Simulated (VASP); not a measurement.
# InSb3 (Fm-3m) in VASP: reference runs

Reference runs on InSb3: the cell as given and a disturbed copy.

Program: VASP 6.6.1. These are calculated values, not measurements. Logs are shortened: lines on timing, memory, paths and dates and some standing lists are left out, and cuts for length are marked.

## (1) Starting point

Symmetry: Fm-3m, No. 225, cubic system. The conventional cell has a = 7.589 Å, b = 7.589 Å, c = 7.589 Å, α = 90.00°, β = 90.00°, γ = 90.00°. Sb (site symmetry m-3m) is surrounded by 8 Sb at 3.29 Å. Around Sb (site symmetry -43m) lie 4 In at 3.29 Å and 4 Sb at 3.29 Å. Around In (site symmetry m-3m) lie 8 Sb at 3.29 Å.

The cell comes from a database or a generator and needn't be the stable form of this composition.

## (2) Single point, PBEsol

File INCAR:

```
PREC = Accurate
ENCUT = 520
EDIFF = 1E-7
ISMEAR = -1
SIGMA = 0.05
LREAL = F
LASPH = T
NELM = 100
ALGO = Normal
ISIF = 2
LWAVE = F
LCHARG = T
GGA = PS
LELF = T
LVHAR = T
NBANDS = 22
```

File KPOINTS:

```
Automatic mesh
0
Gamma
  6 6 6
```

File POSCAR:

```
InSb3
1.0
    0.0000000000      3.7945550000      3.7945550000
    3.7945550000      0.0000000000      3.7945550000
    3.7945550000      3.7945550000      0.0000000000
Sb In
3 1
Direct
    0.5000000000      0.5000000000      0.5000000000
    0.7500000000      0.7500000000      0.7500000000
    0.2500000000      0.2500000000      0.2500000000
    0.0000000000      0.0000000000      0.0000000000
```

Potentials or basis: VASP PAW PBE potentials, release 64 (Sb, In_d).

On the command line:

```console
> cat potpaw_PBE.64/Sb/POTCAR potpaw_PBE.64/In_d/POTCAR > POTCAR
> mpirun -np 1 vasp_std > vasp.out
```

OUTCAR:

```text
PREC = Accurate
   ENCUT = 520
   EDIFF = 1E-7
   ISMEAR = -1
   LREAL = F
   LASPH = T
   NELM = 100
   ISIF = 2
   GGA = PS

 ion  position               nearest neighbor table
   1  0.500  0.500  0.500-   2 3.29   3 3.29   3 3.29   3 3.29   3 3.29   2 3.29   2 3.29   2 3.29
                             4 3.79   4 3.79   4 3.79   4 3.79   4 3.79   4 3.79
   2  0.750  0.750  0.750-   1 3.29   4 3.29   1 3.29   1 3.29   1 3.29   4 3.29   4 3.29   4 3.29

   3  0.250  0.250  0.250-   1 3.29   4 3.29   4 3.29   4 3.29   4 3.29   1 3.29   1 3.29   1 3.29

   4  0.000  0.000  0.000-   2 3.29   3 3.29   2 3.29   2 3.29   2 3.29   3 3.29   3 3.29   3 3.29
                             1 3.79   1 3.79   1 3.79   1 3.79   1 3.79   1 3.79

  LATTYP: Found a face centered cubic cell.
 ALAT       =     7.5891100000

  Lattice vectors:

 A1 = (   0.0000000000,   3.7945550000,   3.7945550000)
 A2 = (   3.7945550000,   0.0000000000,   3.7945550000)
 A3 = (   3.7945550000,   3.7945550000,   0.0000000000)

Analysis of symmetry for initial positions (statically):
=====================================================================
 Subroutine PRICEL returns:
 Original cell was already a primitive cell.

 Routine SETGRP: Setting up the symmetry group for a
 face centered cubic supercell.

 Subroutine GETGRP returns: Found 48 space group operations
 (whereof 48 operations were pure point group operations)
 out of a pool of 48 trial point group operations.

The static configuration has the point symmetry O_h .

Analysis of symmetry for dynamics (positions and initial velocities):
=====================================================================
 Subroutine PRICEL returns:
 Original cell was already a primitive cell.

 Routine SETGRP: Setting up the symmetry group for a
 face centered cubic supercell.

 Subroutine GETGRP returns: Found 48 space group operations
 (whereof 48 operations were pure point group operations)
 out of a pool of 48 trial point group operations.

The dynamic configuration has the point symmetry O_h .

 Subroutine INISYM returns: Found 48 space group operations
 (whereof 48 operations are pure point group operations),
 and found     1 'primitive' translations

----------------------------------------------------------------------------------------

                                     Primitive cell

[... 83 lines left out ...]
   ENCUT  =  520.0 eV  38.22 Ry    6.18 a.u.   9.98  9.98  9.98*2*pi/ulx,y,z
   NELM   =    100;   NELMIN=  2; NELMDL= -5     # of ELM steps
   EDIFF  = 0.1E-06   stopping-criterion for ELM
   LREAL  =      F    real-space projection
   EDIFFG = 0.1E-05   stopping-criterion for IOM
   NSW    =      0    number of steps for IOM
   IBRION =     -1    ionic relax: 0-MD 1-quasi-New 2-CG
   NFREE  =      0    steps in history (QN), initial steepest desc. (CG)
   ISIF   =      2    stress and relaxation
   ISYM   =      2    0-nonsym 1-usesym 2-fastsym
   POTIM  = 0.5000    time-step for ionic-motion
   TEBEG  =    0.0;   TEEND  =   0.0 temperature during run
   PSTRESS=    0.0 pullay stress
   NELECT =      28.0000    total number of electrons
   NUPDOWN=      -1.0000    fix difference up-down
   EMIN   =  10.00;   EMAX   =-10.00  energy-range for DOS
   EFERMI =   0.00;   METHOD = LEGACY
   ISMEAR =    -1;   SIGMA  =   0.05  broadening in eV -4-tet -1-fermi 0-gaus
   EFERMI_NEDOS =   21; number of points for ismear=-14 and -15
   IALGO  =     38    algorithm
   IMIX   =      4    mixing-type and parameters
     AMIX     =   0.40;   BMIX     =  1.00
     AMIX_MAG =   1.60;   BMIX_MAG =  1.00
  volume/ion in A,a.u.               =      27.32       184.35
  Fermi-wavevector in a.u.,A,eV,Ry     =   1.039816  1.964968 14.710866  1.081218
  Thomas-Fermi vector in A             =   2.174364
   LORBIT       =      0    0 simple, 1 ext, 2 COOP (PROOUT), +10 PAW based schemes
   GGA     = PS    functional components
   LHFCALC =     F    Hartree Fock is set to
   AEXX    =    0.0000 exact exchange contribution
   IVDW    =     0    specifies the selected vdW correction
   LEPSILON=     F    determine dielectric tensor
   LRPA    =     F    only Hartree local field effects (RPA)
 non-spin polarized calculation
  energy-cutoff  :      520.00
  volume of cell :      109.27
 maximum number of plane-waves:      2956
   NGX = 19   NGY = 19   NGZ = 19

 number of electron      27.9999991 magnetization

 Free energy of the ion-electron system (eV)
  ---------------------------------------------------
  ext. energy  EPLUGINS =         0.00000000
  ---------------------------------------------------
  free energy    TOTEN  =       -16.04259803 eV

  energy without entropy =      -16.01115584  energy(sigma->0) =      -16.02687693

 E-fermi :   7.9394     XC(G=0): -10.2528

 val. band max:        7.8272875755   @ k =   0.5000   0.3333   0.0000
 cond. band min:       7.9810653606   @ k =   0.3333   0.1667   0.0000
 fundamental gap:      0.1537777852
 Fermi energy:         7.9394199992

 k-point     1 :       0.0000    0.0000    0.0000
  band No.  band energies     occupation
      1      -6.6671      2.00000
      2      -6.6671      2.00000
      3      -6.6671      2.00000
      4      -6.6362      2.00000
      5      -6.6362      2.00000
      6      -4.4142      2.00000
[... 389 lines left out ...]
     21      12.1927      0.00000
     22      14.6034      0.00000

------------------------ aborting loop because EDIFF is reached ----------------------------------------

  FORCE on cell =-STRESS in cart. coord.  units (eV):
  Direction    XX          YY          ZZ          XY          YZ          ZX
  --------------------------------------------------------------------------------------
  -------------------------------------------------------------------------------------
  Total       -2.1274671     -2.1274671     -2.1274671      0.0000000     -0.0000000     -0.0000000
  in kB      -31.1932681    -31.1932681    -31.1932681      0.0000000     -0.0000000     -0.0000000
  external PRESSURE =     -31.1932681 kB  Pullay stress =       0.0000000 kB

 VOLUME and BASIS-vectors are now :
 -----------------------------------------------------------------------------
  energy-cutoff  :      520.00
  volume of cell :      109.27
      direct lattice vectors                 reciprocal lattice vectors
     0.000000000  3.794555000  3.794555000    -0.131767757  0.131767757  0.131767757
     3.794555000  0.000000000  3.794555000     0.131767757 -0.131767757  0.131767757
     3.794555000  3.794555000  0.000000000     0.131767757  0.131767757 -0.131767757

 POSITION                                       TOTAL-FORCE (eV/Angst)
 -----------------------------------------------------------------------------------
      3.79455      3.79455      3.79455         0.000000      0.000000      0.000000
      5.69183      5.69183      5.69183         0.000000      0.000000      0.000000
      1.89728      1.89728      1.89728        -0.000000     -0.000000     -0.000000
      0.00000      0.00000      0.00000         0.000000      0.000000      0.000000
 -----------------------------------------------------------------------------------
    total drift:                               -0.000000      0.000000      0.000000

  FREE ENERGIE OF THE ION-ELECTRON SYSTEM (eV)
  ---------------------------------------------------
  free  energy   TOTEN  =       -16.0425980282 eV

  energy  without entropy=      -16.0111558358  energy(sigma->0) =      -16.02687693
```

It took 30 s on 1 thread of AMD EPYC 9R14 (Zen 4), shared host; peak memory 0.22 GiB.

What came out:

```yaml
Free_energy: -16.0426 eV
Pressure: -3.1 GPa
Band_gap_on_the_k_mesh: none (metal or under the smearing width)
```

Caveat: the PAW data sets were made with another functional, which shifts forces and pressure a little. The run has no spin-orbit coupling, so splittings on Sb are missing.

## (3) Single point, PBEsol (atoms moved at random, drawn with an rms of 0.05 Å)

INCAR is that of step 2.

KPOINTS is that of step 2.

File POSCAR:

```
InSb3
1.0
    0.0000000000      3.7945550000      3.7945550000
    3.7945550000      0.0000000000      3.7945550000
    3.7945550000      3.7945550000      0.0000000000
Sb In
3 1
Direct
    0.5054790000      0.5113180000      0.4848070000
    0.7513440000      0.7508040000      0.7319410000
    0.2428190000      0.2631560000      0.2466500000
   -0.0085640000     -0.0051780000      0.0091680000
```

Potentials or basis: VASP PAW PBE potentials, release 64 (Sb, In_d).

On the command line:

```console
> cat potpaw_PBE.64/Sb/POTCAR potpaw_PBE.64/In_d/POTCAR > POTCAR
> mpirun -np 1 vasp_std > vasp.out
```

OUTCAR:

```text
PREC = Accurate
   ENCUT = 520
   EDIFF = 1E-7
   ISMEAR = -1
   LREAL = F
   LASPH = T
   NELM = 100
   ISIF = 2
   GGA = PS

 ion  position               nearest neighbor table
   1  0.505  0.511  0.485-   2 3.21   3 3.23   3 3.28   3 3.29   2 3.30   2 3.31   2 3.33   3 3.34
                             4 3.68   4 3.76   4 3.77   4 3.83   4 3.84
   2  0.751  0.751  0.732-   4 3.17   1 3.21   1 3.30   1 3.31   4 3.31   4 3.33   1 3.33   4 3.34
                             3 3.69   3 3.77   3 3.78
   3  0.243  0.263  0.247-   4 3.21   1 3.23   4 3.28   1 3.28   1 3.29   4 3.32   1 3.34   4 3.34
                             2 3.69   2 3.77   2 3.78
   4  0.991  0.995  0.009-   2 3.17   3 3.21   3 3.28   2 3.31   3 3.32   2 3.33   2 3.34   3 3.34
                             1 3.68   1 3.76   1 3.77   1 3.83   1 3.84

  LATTYP: Found a face centered cubic cell.
 ALAT       =     7.5891100000

  Lattice vectors:

 A1 = (   0.0000000000,   3.7945550000,   3.7945550000)
 A2 = (   3.7945550000,   0.0000000000,   3.7945550000)
 A3 = (   3.7945550000,   3.7945550000,   0.0000000000)

Analysis of symmetry for initial positions (statically):
=====================================================================
 Subroutine PRICEL returns:
 Original cell was already a primitive cell.

 Routine SETGRP: Setting up the symmetry group for a
 face centered cubic supercell.

 Subroutine GETGRP returns: Found  1 space group operations
 (whereof  1 operations were pure point group operations)
 out of a pool of 48 trial point group operations.

The static configuration has the point symmetry C_1 .

Analysis of symmetry for dynamics (positions and initial velocities):
=====================================================================
 Subroutine PRICEL returns:
 Original cell was already a primitive cell.

 Routine SETGRP: Setting up the symmetry group for a
 face centered cubic supercell.

 Subroutine GETGRP returns: Found  1 space group operations
 (whereof  1 operations were pure point group operations)
 out of a pool of 48 trial point group operations.

The dynamic configuration has the point symmetry C_1 .

 Subroutine INISYM returns: Found  1 space group operations
 (whereof  1 operations are pure point group operations),
 and found     1 'primitive' translations

----------------------------------------------------------------------------------------

                                     Primitive cell

  volume of cell :     109.2729

  direct lattice vectors                    reciprocal lattice vectors
     0.000000000  3.794555000  3.794555000    -0.131767757  0.131767757  0.131767757
     3.794555000  0.000000000  3.794555000     0.131767757 -0.131767757  0.131767757
     3.794555000  3.794555000  0.000000000     0.131767757  0.131767757 -0.131767757

  length of vectors
     5.366311144  5.366311144  5.366311144     0.228228449  0.228228449  0.228228449

  position of ions in fractional coordinates (direct lattice)
     0.505479000  0.511318000  0.484807000
     0.751344000  0.750804000  0.731941000
     0.242819000  0.263156000  0.246650000
     0.991436000  0.994822000  0.009168000

  ion indices of the primitive-cell ions
   primitive index   ion index
                 1           1
                 2           2
                 3           3
[... 26 lines left out ...]
 Found    112 irreducible k-points:

 Following reciprocal coordinates:
            Coordinates               Weight
  0.000000  0.000000  0.000000      1.000000
  0.166667  0.000000  0.000000      2.000000
  0.000000  0.166667  0.000000      2.000000
  0.000000  0.000000  0.166667      2.000000
  0.166667  0.166667  0.166667      2.000000
  0.333333  0.000000  0.000000      2.000000
[... 16 lines left out ...]
  0.166667 -0.166667 -0.166667      2.000000
  0.333333  0.333333  0.166667      2.000000
 [... further k-points ...]
   k-points           NKPTS =    112   k-points in BZ     NKDIM =    112   number of bands    NBANDS=     22
   number of dos      NEDOS =    301   number of ions     NIONS =      4
   total plane-waves  NPLWV =  64000
   dimension x,y,z NGX =    40 NGY =   40 NGZ =   40
   dimension x,y,z NGXF=    80 NGYF=   80 NGZF=   80
   ions per type =               3   1
   NGX,Y,Z   is equivalent  to a cutoff of  12.39, 12.39, 12.39 a.u.
   NGXF,Y,Z  is equivalent  to a cutoff of  24.78, 24.78, 24.78 a.u.
 SYSTEM =  unknown system
   PREC   = accura    normal or accurate (medium, high low for compatibility)
   ISTART =      0    job   : 0-new  1-cont  2-samecut
   ICHARG =      2    charge: 1-file 2-atom 10-const
   ISPIN  =      1    spin polarized calculation?
   LNONCOLLINEAR =      F non collinear calculations
   LSORBIT =      F    spin-orbit coupling
   LASPH  =      T    aspherical Exc in radial PAW
   ENCUT  =  520.0 eV  38.22 Ry    6.18 a.u.   9.98  9.98  9.98*2*pi/ulx,y,z
   NELM   =    100;   NELMIN=  2; NELMDL= -5     # of ELM steps
   EDIFF  = 0.1E-06   stopping-criterion for ELM
   LREAL  =      F    real-space projection
   EDIFFG = 0.1E-05   stopping-criterion for IOM
   NSW    =      0    number of steps for IOM
   IBRION =     -1    ionic relax: 0-MD 1-quasi-New 2-CG
   NFREE  =      0    steps in history (QN), initial steepest desc. (CG)
   ISIF   =      2    stress and relaxation
   ISYM   =      2    0-nonsym 1-usesym 2-fastsym
   POTIM  = 0.5000    time-step for ionic-motion
   TEBEG  =    0.0;   TEEND  =   0.0 temperature during run
   PSTRESS=    0.0 pullay stress
   NELECT =      28.0000    total number of electrons
   NUPDOWN=      -1.0000    fix difference up-down
   EMIN   =  10.00;   EMAX   =-10.00  energy-range for DOS
   EFERMI =   0.00;   METHOD = LEGACY
   ISMEAR =    -1;   SIGMA  =   0.05  broadening in eV -4-tet -1-fermi 0-gaus
   EFERMI_NEDOS =   21; number of points for ismear=-14 and -15
   IALGO  =     38    algorithm
   IMIX   =      4    mixing-type and parameters
     AMIX     =   0.40;   BMIX     =  1.00
     AMIX_MAG =   1.60;   BMIX_MAG =  1.00
  volume/ion in A,a.u.               =      27.32       184.35
  Fermi-wavevector in a.u.,A,eV,Ry     =   1.039816  1.964968 14.710866  1.081218
  Thomas-Fermi vector in A             =   2.174364
   LORBIT       =      0    0 simple, 1 ext, 2 COOP (PROOUT), +10 PAW based schemes
   GGA     = PS    functional components
   LHFCALC =     F    Hartree Fock is set to
   AEXX    =    0.0000 exact exchange contribution
   IVDW    =     0    specifies the selected vdW correction
   LEPSILON=     F    determine dielectric tensor
   LRPA    =     F    only Hartree local field effects (RPA)
 non-spin polarized calculation
  energy-cutoff  :      520.00
  volume of cell :      109.27
 maximum number of plane-waves:      2956
   NGX = 19   NGY = 19   NGZ = 19

 number of electron      28.0000002 magnetization

 Free energy of the ion-electron system (eV)
  ---------------------------------------------------
  ext. energy  EPLUGINS =         0.00000000
  ---------------------------------------------------
  free energy    TOTEN  =       -16.02849700 eV

  energy without entropy =      -15.99872292  energy(sigma->0) =      -16.01360996

 E-fermi :   7.9261     XC(G=0): -10.2507

 val. band max:        7.9176573872   @ k =   0.0000   0.3333   0.1667
 cond. band min:       7.9277174121   @ k =   0.0000   0.1667   0.1667
 fundamental gap:      0.0100600249
 Fermi energy:         7.9261028587

 k-point     1 :       0.0000    0.0000    0.0000
  band No.  band energies     occupation
      1      -6.6651      2.00000
      2      -6.6640      2.00000
      3      -6.6636      2.00000
      4      -6.6330      2.00000
      5      -6.6323      2.00000
      6      -4.4266      2.00000
[... 589 lines left out ...]
     21      12.6687      0.00000
     22      13.4129      0.00000

 [... further k-points ...]

------------------------ aborting loop because EDIFF is reached ----------------------------------------

  FORCE on cell =-STRESS in cart. coord.  units (eV):
  Direction    XX          YY          ZZ          XY          YZ          ZX
  --------------------------------------------------------------------------------------
  -------------------------------------------------------------------------------------
  Total       -1.9948330     -2.0934058     -2.0512547      0.0437387      0.1863024      0.0384270
  in kB      -29.2485654    -30.6938560    -30.0758305      0.6413044      2.7315953      0.5634234
  external PRESSURE =     -30.0060840 kB  Pullay stress =       0.0000000 kB

 VOLUME and BASIS-vectors are now :
 -----------------------------------------------------------------------------
  energy-cutoff  :      520.00
  volume of cell :      109.27
      direct lattice vectors                 reciprocal lattice vectors
     0.000000000  3.794555000  3.794555000    -0.131767757  0.131767757  0.131767757
     3.794555000  0.000000000  3.794555000     0.131767757 -0.131767757  0.131767757
     3.794555000  3.794555000  0.000000000     0.131767757  0.131767757 -0.131767757

 POSITION                                       TOTAL-FORCE (eV/Angst)
 -----------------------------------------------------------------------------------
      3.77985      3.75769      3.85829         0.022745      0.029790     -0.084528
      5.62636      5.62841      5.69998         0.099346      0.055990     -0.024717
      1.93449      1.85732      1.91995        -0.072547      0.002471     -0.049211
      3.80970      3.79685      7.53697        -0.049544     -0.088252      0.158456
 -----------------------------------------------------------------------------------
    total drift:                               -0.000261      0.000095     -0.000088

  FREE ENERGIE OF THE ION-ELECTRON SYSTEM (eV)
  ---------------------------------------------------
  free  energy   TOTEN  =       -16.0284969952 eV

  energy  without entropy=      -15.9987229228  energy(sigma->0) =      -16.01360996
```

Wall time 2.7 min (1 thread of AMD EPYC 9R14 (Zen 4), shared host); peak memory 0.38 GiB.

Results:

```yaml
Free_energy: -16.0285 eV
Pressure: -3.0 GPa
Largest_force: 0.188 eV/Å
Band_gap_on_the_k_mesh: none (metal or under the smearing width)
```

Forces on the atoms (eV/Å):
```
Sb   0.023  0.030 -0.085
Sb   0.099  0.056 -0.025
Sb  -0.073  0.002 -0.049
In  -0.050 -0.088  0.158
```

Levels at points of the mesh, in eV from the Fermi level:
| k point | band 12 | band 13 | band 14 | band 15 | band 16 | band 17 |
| --- | --- | --- | --- | --- | --- | --- |
| (0.00, 0.00, 0.00) | -2.54 | -2.48 | -2.40 | -2.31 | -0.97 | -0.80 |
| (0.50, 0.00, 0.00) | -2.81 | -2.52 | -0.33 | -0.24 | 1.72 | 1.83 |
| (0.00, 0.50, 0.00) | -2.85 | -2.59 | -0.38 | -0.15 | 1.81 | 1.94 |
| (0.00, 0.00, 0.50) | -2.86 | -2.62 | -0.38 | -0.14 | 1.83 | 1.95 |
| (0.50, 0.50, 0.50) | -2.73 | -2.54 | -0.33 | -0.27 | 1.69 | 1.77 |
| (0.50, 0.50, 0.00) | 0.22 | 0.80 | 0.83 | 1.15 | 1.50 | 1.69 |
| (0.00, 0.50, 0.50) | 0.22 | 0.80 | 0.83 | 1.11 | 1.63 | 1.65 |
| (0.50, 0.00, 0.50) | 0.22 | 0.79 | 0.82 | 1.14 | 1.51 | 1.70 |

Caveat: the PAW data sets were made with another functional, which shifts forces and pressure a little.
